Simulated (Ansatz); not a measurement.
# Ga37N35: the cost of one run

Program: Ansatz 0.2.0. Level of theory: DFT PBE, scalar-relativistic, plane waves, PAW. These are calculated values, not measurements.

3 further runs of the same task are left out: 3 set aside as unsound or not needed.

## (1) The structure to begin with

The structure is hexagonal, space group P6_3mc (No. 186). The conventional cell has a = 3.218 Å, b = 3.218 Å, c = 5.243 Å, α = 90.00°, β = 90.00°, γ = 120.00°. Around Ga (site symmetry 3m) lie 4 N at 1.97 to 1.98 Å. N (site symmetry 3m) has 4 Ga at 1.97 to 1.98 Å in its first shell of neighbours.

Structure file:

```xyz
4
Lattice="3.2184 0.0000 0.0000 -1.6092 2.7872 0.0000 0.0000 0.0000 5.2432" Properties=species:S:1:pos:R:3 pbc="T T T"
Ga    1.6092    0.9291    2.6170
Ga    0.0000    1.8581    5.2386
N     1.6092    0.9291    4.5923
N     0.0000    1.8581    1.9707
```

It goes back to an entry of the Materials Project.

This cell was relaxed beforehand with the same method: volume 11.76 Å³/atom, gap on the mesh 1.71 eV.

The host's static dielectric tensor, from an earlier linear-response run, has a mean of 10.89.

The perfect supercell (rows 0 -3 0; -3 0 0; 0 0 -2 in vectors of this cell) was computed beforehand with the same settings: E(σ→0) = -150039.6885 eV for 72 atoms, gap 1.67 eV on its own mesh.

## (2) The defect cell

The atom at (0.556, 0.444, 0.062) of the supercell is replaced. The other atoms start on their ideal sites. Its neighbours are 3 Ga at 1.97 Å, 1 Ga at 1.98 Å.

## (3) Charge state 0

input.yaml

```yaml
crystal:
  lattice:
    - [4.8275562261, -8.3615726598, 0.0]
    - [-9.655112452, -1.0e-10, 0.0]
    - [0.0, 0.0, -10.4863368523]
  atoms:
    - { symbol: Ga, position: [0.5555555556, 0.4444444444, 0.2504325676] }
    - { symbol: Ga, position: [0.5555555556, 0.4444444444, 0.7504325676] }
    - { symbol: Ga, position: [0.2222222222, 0.4444444444, 0.2504325676] }
    - { symbol: Ga, position: [0.2222222222, 0.4444444444, 0.7504325676] }
    - { symbol: Ga, position: [0.8888888889, 0.4444444444, 0.2504325676] }
    - { symbol: Ga, position: [0.8888888889, 0.4444444444, 0.7504325676] }
    - { symbol: Ga, position: [0.5555555556, 0.1111111111, 0.2504325676] }
    - { symbol: Ga, position: [0.5555555556, 0.1111111111, 0.7504325676] }
    - { symbol: Ga, position: [0.2222222222, 0.1111111111, 0.2504325676] }
    - { symbol: Ga, position: [0.2222222222, 0.1111111111, 0.7504325676] }
    - { symbol: Ga, position: [0.8888888889, 0.1111111111, 0.2504325676] }
    - { symbol: Ga, position: [0.8888888889, 0.1111111111, 0.7504325676] }
    - { symbol: Ga, position: [0.5555555556, 0.7777777778, 0.2504325676] }
    - { symbol: Ga, position: [0.5555555556, 0.7777777778, 0.7504325676] }
    - { symbol: Ga, position: [0.2222222222, 0.7777777778, 0.2504325676] }
    - { symbol: Ga, position: [0.2222222222, 0.7777777778, 0.7504325676] }
    - { symbol: Ga, position: [0.8888888889, 0.7777777778, 0.2504325676] }
    - { symbol: Ga, position: [0.8888888889, 0.7777777778, 0.7504325676] }
    - { symbol: Ga, position: [0.4444444444, 0.5555555556, 0.0004325676] }
    - { symbol: Ga, position: [0.4444444444, 0.5555555556, 0.5004325676] }
    - { symbol: Ga, position: [0.1111111111, 0.5555555556, 0.0004325676] }
    - { symbol: Ga, position: [0.1111111111, 0.5555555556, 0.5004325676] }
    - { symbol: Ga, position: [0.7777777778, 0.5555555556, 0.0004325676] }
    - { symbol: Ga, position: [0.7777777778, 0.5555555556, 0.5004325676] }
    - { symbol: Ga, position: [0.4444444444, 0.2222222222, 0.0004325676] }
    - { symbol: Ga, position: [0.4444444444, 0.2222222222, 0.5004325676] }
    - { symbol: Ga, position: [0.1111111111, 0.2222222222, 0.0004325676] }
    - { symbol: Ga, position: [0.1111111111, 0.2222222222, 0.5004325676] }
    - { symbol: Ga, position: [0.7777777778, 0.2222222222, 0.0004325676] }
    - { symbol: Ga, position: [0.7777777778, 0.2222222222, 0.5004325676] }
    - { symbol: Ga, position: [0.4444444444, 0.8888888889, 0.0004325676] }
    - { symbol: Ga, position: [0.4444444444, 0.8888888889, 0.5004325676] }
    - { symbol: Ga, position: [0.1111111111, 0.8888888889, 0.0004325676] }
    - { symbol: Ga, position: [0.1111111111, 0.8888888889, 0.5004325676] }
    - { symbol: Ga, position: [0.7777777778, 0.8888888889, 0.0004325676] }
    - { symbol: Ga, position: [0.7777777778, 0.8888888889, 0.5004325676] }
    - { symbol: Ga, position: [0.5555555556, 0.4444444444, 0.0620674324] }
    - { symbol: "N", position: [0.5555555556, 0.4444444444, 0.5620674324] }
    - { symbol: "N", position: [0.2222222222, 0.4444444444, 0.0620674324] }
    - { symbol: "N", position: [0.2222222222, 0.4444444444, 0.5620674324] }
    - { symbol: "N", position: [0.8888888889, 0.4444444444, 0.0620674324] }
    - { symbol: "N", position: [0.8888888889, 0.4444444444, 0.5620674324] }
    - { symbol: "N", position: [0.5555555556, 0.1111111111, 0.0620674324] }
    - { symbol: "N", position: [0.5555555556, 0.1111111111, 0.5620674324] }
    - { symbol: "N", position: [0.2222222222, 0.1111111111, 0.0620674324] }
    - { symbol: "N", position: [0.2222222222, 0.1111111111, 0.5620674324] }
    - { symbol: "N", position: [0.8888888889, 0.1111111111, 0.0620674324] }
    - { symbol: "N", position: [0.8888888889, 0.1111111111, 0.5620674324] }
    - { symbol: "N", position: [0.5555555556, 0.7777777778, 0.0620674324] }
    - { symbol: "N", position: [0.5555555556, 0.7777777778, 0.5620674324] }
    - { symbol: "N", position: [0.2222222222, 0.7777777778, 0.0620674324] }
    - { symbol: "N", position: [0.2222222222, 0.7777777778, 0.5620674324] }
    - { symbol: "N", position: [0.8888888889, 0.7777777778, 0.0620674324] }
    - { symbol: "N", position: [0.8888888889, 0.7777777778, 0.5620674324] }
    - { symbol: "N", position: [0.4444444444, 0.5555555556, 0.3120674324] }
    - { symbol: "N", position: [0.4444444444, 0.5555555556, 0.8120674324] }
    - { symbol: "N", position: [0.1111111111, 0.5555555556, 0.3120674324] }
    - { symbol: "N", position: [0.1111111111, 0.5555555556, 0.8120674324] }
    - { symbol: "N", position: [0.7777777778, 0.5555555556, 0.3120674324] }
    - { symbol: "N", position: [0.7777777778, 0.5555555556, 0.8120674324] }
    - { symbol: "N", position: [0.4444444444, 0.2222222222, 0.3120674324] }
    - { symbol: "N", position: [0.4444444444, 0.2222222222, 0.8120674324] }
    - { symbol: "N", position: [0.1111111111, 0.2222222222, 0.3120674324] }
    - { symbol: "N", position: [0.1111111111, 0.2222222222, 0.8120674324] }
    - { symbol: "N", position: [0.7777777778, 0.2222222222, 0.3120674324] }
    - { symbol: "N", position: [0.7777777778, 0.2222222222, 0.8120674324] }
    - { symbol: "N", position: [0.4444444444, 0.8888888889, 0.3120674324] }
    - { symbol: "N", position: [0.4444444444, 0.8888888889, 0.8120674324] }
    - { symbol: "N", position: [0.1111111111, 0.8888888889, 0.3120674324] }
    - { symbol: "N", position: [0.1111111111, 0.8888888889, 0.8120674324] }
    - { symbol: "N", position: [0.7777777778, 0.8888888889, 0.3120674324] }
    - { symbol: "N", position: [0.7777777778, 0.8888888889, 0.8120674324] }
  host:
    lattice:
      - [3.2183708173, 0.0, 0.0]
      - [-1.6091854087, 2.7871908866, 0.0]
      - [0.0, 0.0, 5.2431684262]
    atoms:
      - { symbol: Ga, position: [0.6666666667, 0.3333333333, 0.4991348648] }
      - { symbol: Ga, position: [0.3333333333, 0.6666666667, 0.9991348648] }
      - { symbol: "N", position: [0.6666666667, 0.3333333333, 0.8758651352] }
      - { symbol: "N", position: [0.3333333333, 0.6666666667, 0.3758651352] }
basis:
  ecutwfc: 420
  xc_grid: 2
kpoints:
  mp_grid: { grid: [1, 1, 1], shift: [0.0, 0.0, 0.0] }
hamiltonian:
  xc: pbe
scf:
  occupations: { method: gaussian, width: 0.01 }
output:
  forces: true
  stress: false
  eigenvalues: true
  charged_corrections:
    defect_position: [0.55555556, 0.44444444, 0.06206743]
    epsilon: [[10.4928, 0.0, 0.0], [0.0, 10.4928, 0.0], [0.0, 0.0, 11.6882]]
relax:
  adjacent_minimum: "off"
  f_tol: 0.025
  max_steps: 45
```

Started as:

```bash
> ansatz run input.yaml --threads 4 --pin off --max-ram 10240MiB --backend cpu --events-out ev --progress --plain --runs-dir out
```

**Question.** How long does this run take on 4 threads of Arm Neoverse V2, shared host, and how much memory does it need?

About 2.7 min, with a peak of 1.3 GiB.
